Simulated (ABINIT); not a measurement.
The system is ZrS2.

```xyz
3
Lattice="3.6914 0.0000 0.0000 -1.8457 3.1968 0.0000 0.0000 0.0000 6.0411" Properties=species:S:1:pos:R:3 pbc="T T T"
Zr    0.0000    0.0000    0.0000
S     0.0000    2.1312    1.4372
S     1.8457    1.0656    4.6038
```

The cell is a database's computed one.

Base run:

- Program: ABINIT 10.8.3 (patched build)
- Functional: PBE
- Potentials or basis: PseudoDojo NC SR PBE v0.4.1 standard
- Cutoff: 898 eV
- k mesh: 6 × 6 × 4
- Occupations: fermi-dirac, width 0.05 eV
- Spin: no spin polarisation

Its results: band gap on the k mesh 1.07 eV, indirect (least direct gap 1.63 eV); pressure 0.6 GPa; largest force 0.046 eV/Å.

Problem. The run is repeated on the same cell with these changes: functional from PBE to PBEsol; potentials or basis from PseudoDojo NC SR PBE v0.4.1 standard to PseudoDojo NC SR PBEsol v0.4.1 standard; cutoff from 898 eV to 789 eV. What comes out?

Solution. Band gap on the k mesh 1.00 eV, indirect (least direct gap 1.57 eV); pressure -2.6 GPa; largest force 0.151 eV/Å.

Caveats: this functional lacks dispersion, which binds the layers, so the pressure and a relaxed spacing across them are unreliable.

A k mesh can miss the band edges.

Not every run made on this cell is shown here.
